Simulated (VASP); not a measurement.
# NaF (Villiaumite): cell size against the level of theory, part 2 of 3

How close do the usual functionals, with and without dispersion, come to the cell of NaF (Villiaumite)? LASPH is on for some levels and off for others; the table marks which. The start is a cell from a database of measured crystal structures.

VASP 6.6.1, plane waves and PAW; the level of theory is named at each step.

So far. Step 2 (Relaxation with LDA): It ends with forces that vanish by symmetry and a pressure of 0.00 GPa. The volume lies -7.3 % from that of the database's start, part of which can be the thermal and zero-point expansion of its experiment. LDA is known to overbind. The conventional cell has a = 4.505 Å. Step 3 (Relaxation with PBEsol): It ends at 12.37 Å³/atom, +0.4 % from the start, with 0.09 GPa left. The conventional cell has a = 4.626 Å.

The database entry behind the starting cell differs from later determinations by our own check (0.1 to 0.3 % short, probably kX units), so it need not match the best structure at ambient conditions.

## Step 4: Relaxation with PBE

This step: PBE; plane waves and PAW (Na_pv, F) (VASP 6.6.1).

PBE, the usual starting point, adds the gradient of the density.

Contents of INCAR:

```
SYSTEM = NaF
PREC = Accurate
ENCUT = 560
EDIFF = 1E-06
NELM = 100
ISMEAR = -1
SIGMA = 0.05
LREAL = .FALSE.
ALGO = Normal
GGA = PE
NBANDS = 13
LORBIT = 11
LWAVE = .FALSE.
LCHARG = .FALSE.
KPAR = 2
IBRION = 2
NSW = 60
ISIF = 3
EDIFFG = -0.01
```

Contents of POSCAR:

```
NaF
1.0
    0.0000000000      2.3100000000      2.3100000000
    2.3100000000      0.0000000000      2.3100000000
    2.3100000000      2.3100000000      0.0000000000
Na F
1 1
Direct
    0.0000000000      0.0000000000      0.0000000000
    0.5000000000      0.5000000000      0.5000000000
```

Contents of KPOINTS:

```
Automatic mesh
0
Gamma
10 10 10
0 0 0
```

Potentials, in the order of the species: Na_pv and F (PBE family, release 64).

The run is started by

```console
> mpirun -np 2 vasp_std
```

What it wrote:

```text
[banner, memory and clock lines left out]
running    2 mpi-ranks, on    1 nodes
[...]
LDA part: xc-table for (Slater+PW92), standard interpolation
 POSCAR, INCAR and KPOINTS ok, starting setup
[...]
entering main loop
       N       E                     dE             d eps       ncg     rms          rms(c)
DAV:   1     0.116055781293E+03    0.11606E+03   -0.82432E+03  1237   0.138E+03
DAV:   2    -0.340776993544E+01   -0.11946E+03   -0.11008E+03  1322   0.376E+02
DAV:   3    -0.940151364437E+01   -0.59937E+01   -0.59801E+01  1527   0.774E+01
DAV:   4    -0.945162565150E+01   -0.50112E-01   -0.50110E-01  1327   0.762E+00
[...]
DAV:  10    -0.855844170655E+01    0.85333E-04   -0.67235E-04  1232   0.320E-01    0.142E-02
DAV:  11    -0.855843975801E+01    0.19485E-05   -0.22504E-05  1377   0.717E-02    0.242E-03
DAV:  12    -0.855844004169E+01   -0.28368E-06   -0.13267E-06  1332   0.145E-02
   1 F= -.85584400E+01 E0= -.85584400E+01  d E =-.855844E+01
[... from here on, the cycles between the ionic steps are left out ...]
   2 F= -.85662790E+01 E0= -.85662790E+01  d E =-.783894E-02
   3 F= -.85679719E+01 E0= -.85679719E+01  d E =-.953188E-02
   4 F= -.85681348E+01 E0= -.85681348E+01  d E =-.969475E-02
[...]
reached required accuracy - stopping structural energy minimisation
```

It took 14 s on 2 MPI ranks of Intel Xeon 6975P-C (Granite Rapids), shared host; peak memory 0.3 GiB; 27 s of CPU time.

OUTCAR, selected parts (step 4):

```text
  Total        0.0037531      0.0037531      0.0037531      0.0000000      0.0000000     -0.0000000
  in kB        0.2321506      0.2321506      0.2321506      0.0000000      0.0000000     -0.0000000
  external PRESSURE =       0.2321506 kB  Pullay stress =       0.0000000 kB

 POSITION                                       TOTAL-FORCE (eV/Angst)
 -----------------------------------------------------------------------------------
      4.69675      4.69675      4.69675        -0.000000      0.000000      0.000000
      2.34837      2.34837      2.34837         0.000000     -0.000000     -0.000000
 -----------------------------------------------------------------------------------
    total drift:                                0.000000      0.000000      0.000000

  FREE ENERGIE OF THE ION-ELECTRON SYSTEM (eV)
  ---------------------------------------------------
  free  energy   TOTEN  =        -8.5681347879 eV

  energy  without entropy=       -8.5681347879  energy(sigma->0) =       -8.56813479

[... 2 parts as in an earlier step ...]

[... 2 further parts left out ...]
[key lines of the parts left out:]
E-fermi :  -1.0763
```

Relaxation path:

```
step  energy less that of the first step (eV)  largest force (eV/Å)  pressure (GPa)  volume (Å³)
   1                                   0.0000                0.0000            2.53        24.65
   2                                  -0.0078                0.0000            0.99        25.35
   3                                  -0.0095                0.0000            0.26        25.75
   4                                  -0.0097                0.0000            0.02        25.90
```

```
conventional cell, symmetrised  before  after  change
                         a (Å)   4.620  4.697  +1.7 %
                         b (Å)   4.620  4.697  +1.7 %
                         c (Å)   4.620  4.697  +1.7 %
              volume (Å³/atom)   12.33  12.95  +5.1 %
```

The relaxed structure:

```cif
data_structure
_symmetry_space_group_name_H-M 'P 1'
_symmetry_Int_Tables_number 1
_cell_length_a 3.3211
_cell_length_b 3.3211
_cell_length_c 3.3211
_cell_angle_alpha 60.000
_cell_angle_beta 60.000
_cell_angle_gamma 60.000
_cell_volume 25.90
loop_
_atom_site_label
_atom_site_type_symbol
_atom_site_fract_x
_atom_site_fract_y
_atom_site_fract_z
_atom_site_occupancy
Na1 Na 0.00000 0.00000 0.00000 1
F2 F 0.50000 0.50000 0.50000 1
```

It ends at 12.95 Å³/atom, +5.1 % from the start, with 0.02 GPa left. The conventional cell has a = 4.697 Å.

## Step 5: Relaxation with r2SCAN

This step: r2SCAN; plane waves and PAW (Na_pv, F) (VASP 6.6.1).

r2SCAN adds the kinetic-energy density, costs more than a GGA and is run with LASPH.

Changes to INCAR since step 4:

```diff
@@ -9,3 +9,4 @@
 ALGO = Normal
-GGA = PE
+METAGGA = R2SCAN
+LASPH = .TRUE.
 NBANDS = 13
```

POSCAR is that of step 4.

KPOINTS is that of step 4.

The run is started by

```console
> mpirun -np 2 vasp_std
```

What it wrote:

```text
[banner, memory and clock lines left out]
running    2 mpi-ranks, on    1 nodes
[...]
[... a notice as in an earlier step ...]

 LDA part: xc-table for (None), standard interpolation
 POSCAR, INCAR and KPOINTS ok, starting setup
[...]
entering main loop
       N       E                     dE             d eps       ncg     rms          rms(c)
DAV:   1     0.112886044754E+03    0.11289E+03   -0.84205E+03  1242   0.141E+03
DAV:   2    -0.997419159494E+01   -0.12286E+03   -0.11317E+03  1322   0.388E+02
DAV:   3    -0.160573076239E+02   -0.60831E+01   -0.60698E+01  1527   0.789E+01
DAV:   4    -0.161112970081E+02   -0.53989E-01   -0.53987E-01  1332   0.802E+00
[...]
DAV:  12    -0.126018227794E+02    0.29872E-04   -0.15856E-05  1492   0.459E-02    0.392E-03
DAV:  13    -0.126018067591E+02    0.16020E-04   -0.44791E-06  1357   0.213E-02    0.381E-03
DAV:  14    -0.126018064114E+02    0.34775E-06   -0.26244E-07   661   0.573E-03
   1 F= -.12601806E+02 E0= -.12601806E+02  d E =-.126018E+02
[... from here on, the cycles between the ionic steps are left out ...]
   2 F= -.12604898E+02 E0= -.12604898E+02  d E =-.309178E-02
   3 F= -.12605426E+02 E0= -.12605426E+02  d E =-.361949E-02
   4 F= -.12605573E+02 E0= -.12605573E+02  d E =-.376667E-02
   5 F= -.12605640E+02 E0= -.12605640E+02  d E =-.383381E-02
[...]
reached required accuracy - stopping structural energy minimisation
```

The job ended after 70 s (2 MPI ranks; peak memory 0.3 GiB; 2.3 min of CPU time).

OUTCAR, selected parts (step 5):

```text
  Total       -0.0008628     -0.0008628     -0.0008628     -0.0000000      0.0000000     -0.0000000
  in kB       -0.0576962     -0.0576962     -0.0576962     -0.0000000      0.0000000     -0.0000000
  external PRESSURE =      -0.0576962 kB  Pullay stress =       0.0000000 kB

 POSITION                                       TOTAL-FORCE (eV/Angst)
 -----------------------------------------------------------------------------------
      0.00000      0.00000      0.00000        -0.000000     -0.000000     -0.000000
      2.28815      2.28815      2.28815         0.000000      0.000000      0.000000
 -----------------------------------------------------------------------------------
    total drift:                                0.000000      0.000000      0.000000

  FREE ENERGIE OF THE ION-ELECTRON SYSTEM (eV)
  ---------------------------------------------------
  free  energy   TOTEN  =       -12.6056402245 eV

  energy  without entropy=      -12.6056402245  energy(sigma->0) =      -12.60564022

[... 2 parts as in an earlier step ...]

[... 2 further parts left out ...]
[key lines of the parts left out:]
E-fermi :  -1.4108
```

Step by step:

```
step  energy less that of the first step (eV)  largest force (eV/Å)  pressure (GPa)  volume (Å³)
   1                                   0.0000                0.0000           -1.55        24.65
   2                                  -0.0031                0.0000           -0.61        24.23
   3                                  -0.0036                0.0000           -0.29        24.08
   4                                  -0.0038                0.0000            0.40        23.79
   5                                  -0.0038                0.0000           -0.01        23.96
```

```
conventional cell, symmetrised  before  after  change
                         a (Å)   4.620  4.576  -0.9 %
                         b (Å)   4.620  4.576  -0.9 %
                         c (Å)   4.620  4.576  -0.9 %
              volume (Å³/atom)   12.33  11.98  -2.8 %
```

Final coordinates:

```cif
data_structure
_symmetry_space_group_name_H-M 'P 1'
_symmetry_Int_Tables_number 1
_cell_length_a 3.2359
_cell_length_b 3.2359
_cell_length_c 3.2359
_cell_angle_alpha 60.000
_cell_angle_beta 60.000
_cell_angle_gamma 60.000
_cell_volume 23.96
loop_
_atom_site_label
_atom_site_type_symbol
_atom_site_fract_x
_atom_site_fract_y
_atom_site_fract_z
_atom_site_occupancy
Na1 Na 0.00000 0.00000 0.00000 1
F2 F 0.50000 0.50000 0.50000 1
```

It ends at 11.98 Å³/atom, -2.8 % from the start, with -0.01 GPa left. The conventional cell has a = 4.576 Å.

## Step 6: Relaxation with PBE + D3(BJ)

This step: PBE with D3(BJ); plane waves and PAW (Na_pv, F) (VASP 6.6.1).

A dispersion term adds the long-range attraction that semilocal functionals lack. D3 with Becke-Johnson damping keeps a finite attraction at short range.

Changes to INCAR since step 5:

```diff
@@ -9,4 +9,4 @@
 ALGO = Normal
-METAGGA = R2SCAN
-LASPH = .TRUE.
+GGA = PE
+IVDW = 12
 NBANDS = 13
```

POSCAR is that of step 5.

KPOINTS is that of step 5.

The run is started by

```console
> mpirun -np 2 vasp_std
```

What it wrote:

```text
[... set-up lines as in an earlier step ...]
 entering main loop
       N       E                     dE             d eps       ncg     rms          rms(c)
[... 12 cycles as in an earlier step ...]
   1 F= -.89089226E+01 E0= -.89089226E+01  d E =-.890892E+01
[...]
N       E                     dE             d eps       ncg     rms          rms(c)
DAV:   1    -0.855973909183E+01   -0.12993E-02   -0.92783E-03  1482   0.147E+00    0.181E-01
DAV:   2    -0.855925816676E+01    0.48093E-03   -0.16864E-03  1502   0.417E-01    0.490E-02
DAV:   3    -0.855922884258E+01    0.29324E-04   -0.75094E-05  1392   0.182E-01    0.250E-02
DAV:   4    -0.855921415280E+01    0.14690E-04   -0.97701E-06  1497   0.108E-01    0.439E-03
DAV:   5    -0.855921301828E+01    0.11345E-05   -0.15076E-06   847   0.186E-02    0.110E-03
DAV:   6    -0.855921283360E+01    0.18468E-06   -0.23710E-07   626   0.796E-03
   2 F= -.89089681E+01 E0= -.89089681E+01  d E =-.454914E-04
 trial-energy change:   -0.000045  1 .order   -0.000040   -0.000056   -0.000025
 step:   1.3422(harm=  1.7948)  dis= 0.00000  next Energy=    -8.908973 (dE=-0.499E-04)
 reached required accuracy - stopping structural energy minimisation
```

Elapsed: 6.2 s, on 2 MPI ranks; peak memory 0.31 GiB; 12 s of CPU time.

From OUTCAR (step 6):

```text
 Edisp (eV)   -0.35048

 Edisp (eV)   -0.34976

  Total       0.01231     0.01231     0.01231     0.00000    -0.00000     0.00000
  in kB       0.79873     0.79873     0.79873     0.00000    -0.00000     0.00000
  external pressure =        0.80 kB  Pullay stress =        0.00 kB

 POSITION                                       TOTAL-FORCE (eV/Angst)
 -----------------------------------------------------------------------------------
      2.31155     -0.00000      2.31155        -0.000000      0.000000     -0.000000
      2.31155      2.31155      2.31155         0.000000     -0.000000      0.000000
 -----------------------------------------------------------------------------------
    total drift:                                0.000000      0.000000      0.000000

  FREE ENERGIE OF THE ION-ELECTRON SYSTEM (eV)
  ---------------------------------------------------
  free  energy   TOTEN  =        -8.9089680594 eV

  energy  without entropy=       -8.9089680594  energy(sigma->0) =       -8.90896806

[... 2 parts as in an earlier step ...]

[... 2 further parts left out ...]
[key lines of the parts left out:]
E-fermi :  -0.8746
```

It ends at 12.35 Å³/atom, +0.2 % from the start, with 0.08 GPa left. The conventional cell has a = 4.623 Å. Against plain PBE, the dispersion term moves a by -1.6 %.

## Step 7: Relaxation with r2SCAN + rVV10

This step: r2SCAN with rVV10; plane waves and PAW (Na_pv, F) (VASP 6.6.1).

LUSE_VDW switches on a nonlocal correlation term for dispersion.

Changes to INCAR since step 6:

```diff
@@ -9,4 +9,8 @@
 ALGO = Normal
-GGA = PE
-IVDW = 12
+METAGGA = R2SCAN
+LUSE_VDW = .TRUE.
+IVDW_NL = 2
+BPARAM = 11.95
+CPARAM = 0.0093
+LASPH = .TRUE.
 NBANDS = 13
```

POSCAR is that of step 6.

KPOINTS is that of step 6.

The run is started by

```console
> mpirun -np 2 vasp_std
```

What it wrote:

```text
[banner, memory and clock lines left out]
running    2 mpi-ranks, on    1 nodes
[...]
|                                                                             |
|               ----> ADVICE to this user running VASP <----                  |
|                                                                             |
|     You have switched on vdW-DFT.                                           |
|     This routine was written and supplied by Jiri Klimes. We recommend      |
|     that you carefully read and cite the following publications:            |
|       J. Klimes, D.R. Bowler, A. Michelides                                 |
|          J. Phys.: Cond Matt. 22 022201 (2010)                              |
|       J. Klimes, D.R. Bowler, A. Michelides                                 |
|          Phys. Rev. B. 83, 195131 (2011)                                    |
|     and references therein.                                                 |
|                                                                             |

[...]
Total rVV10 correction in eV:      0.5165524    14.6484614
Total rVV10 correction in eV:      0.5165524    14.6484614
DAV:  12    -0.120849503228E+02    0.28665E-04   -0.14356E-05  1497   0.436E-02    0.409E-03
Total rVV10 correction in eV:      0.5165687    14.6484614
Total rVV10 correction in eV:      0.5165687    14.6484614
DAV:  13    -0.120849341425E+02    0.16180E-04   -0.45102E-06  1322   0.213E-02    0.375E-03
Total rVV10 correction in eV:      0.5165695    14.6484614
Total rVV10 correction in eV:      0.5165695    14.6484614
DAV:  14    -0.120849337881E+02    0.35438E-06   -0.26285E-07   661   0.574E-03
Total rVV10 correction in eV:      0.5165626    14.6484614
Total rVV10 correction in eV:      0.5165626    14.6484614
Total rVV10 correction in eV:      0.5165688    14.6484614
Total rVV10 correction in eV:      0.5165688    14.6484614
   1 F= -.12084934E+02 E0= -.12084934E+02  d E =-.120849E+02
[... from here on, the cycles between the ionic steps are left out ...]
   2 F= -.12092248E+02 E0= -.12092248E+02  d E =-.731412E-02
   3 F= -.12093601E+02 E0= -.12093601E+02  d E =-.866706E-02
   4 F= -.12093117E+02 E0= -.12093117E+02  d E =-.818348E-02
   5 F= -.12093899E+02 E0= -.12093899E+02  d E =-.896534E-02
[...]
reached required accuracy - stopping structural energy minimisation
```

Elapsed: 2.8 min, on 2 MPI ranks; peak memory 0.5 GiB; 5.5 min of CPU time.

OUTCAR, selected parts (step 7):

```text
  Total        0.0000775      0.0000775      0.0000775     -0.0000000      0.0000000      0.0000000
  in kB        0.0052624      0.0052624      0.0052624     -0.0000000      0.0000000      0.0000000
  external PRESSURE =       0.0052624 kB  Pullay stress =       0.0000000 kB

 POSITION                                       TOTAL-FORCE (eV/Angst)
 -----------------------------------------------------------------------------------
      0.00000      0.00000      0.00000         0.000000      0.000000      0.000000
      2.27612      2.27612      2.27612         0.000000     -0.000000     -0.000000
 -----------------------------------------------------------------------------------
    total drift:                                0.000000      0.000000      0.000000

  FREE ENERGIE OF THE ION-ELECTRON SYSTEM (eV)
  ---------------------------------------------------
  free  energy   TOTEN  =       -12.0938991261 eV

  energy  without entropy=      -12.0938991260  energy(sigma->0) =      -12.09389913

[... 2 parts as in an earlier step ...]

[... 2 further parts left out ...]
[key lines of the parts left out:]
E-fermi :  -1.4734
```

It ends at 11.79 Å³/atom, -4.3 % from the start, with 0.00 GPa left. The conventional cell has a = 4.552 Å. Against plain r2SCAN, the dispersion term moves a by -0.5 %.

## Step 8: Relaxation with PBE + D4

This step: PBE with D4; plane waves and PAW (Na_pv, F) (VASP 6.6.1).

D4 lets the coefficients depend on atomic charges too.

Changes to INCAR since step 7:

```diff
@@ -9,8 +9,4 @@
 ALGO = Normal
-METAGGA = R2SCAN
-LUSE_VDW = .TRUE.
-IVDW_NL = 2
-BPARAM = 11.95
-CPARAM = 0.0093
-LASPH = .TRUE.
+GGA = PE
+IVDW = 13
 NBANDS = 13
```

POSCAR is that of step 7.

KPOINTS is that of step 7.

The run is started by

```console
> mpirun -np 2 vasp_std
```

What it wrote:

```text
[... set-up lines as in an earlier step ...]
 entering main loop
       N       E                     dE             d eps       ncg     rms          rms(c)
[... 12 cycles as in an earlier step ...]
   1 F= -.86629279E+01 E0= -.86629279E+01  d E =-.866293E+01
[...]
2 F= -.86669201E+01 E0= -.86669201E+01  d E =-.399227E-02
[...]
3 F= -.86677791E+01 E0= -.86677791E+01  d E =-.485126E-02
[...]
4 F= -.86678779E+01 E0= -.86678779E+01  d E =-.495004E-02
[...]
reached required accuracy - stopping structural energy minimisation
```

Elapsed: 14 s, on 2 MPI ranks; peak memory 0.29 GiB.

(Continued in part 3 of 3.)

[Lines on the potential files, build, host, timing and source positions are cut from VASP's logs without a mark.]

[Logs are printed without paths, hosts, clocks, repeated set-up lines and the standing remarks that a program may print on its own settings, such as how far it seeks lower states.]

[Hosts, paths, dates, database ids (printed as entryN), source tags and the programs' standing remarks are cut or masked in the printed files.]

[A measured line is paired with the nearest computed mode of its activity, which favours agreement.]

[In band tables of VASP the shares of atoms and orbitals are scaled to a sum of 1 inside the atoms' spheres.]
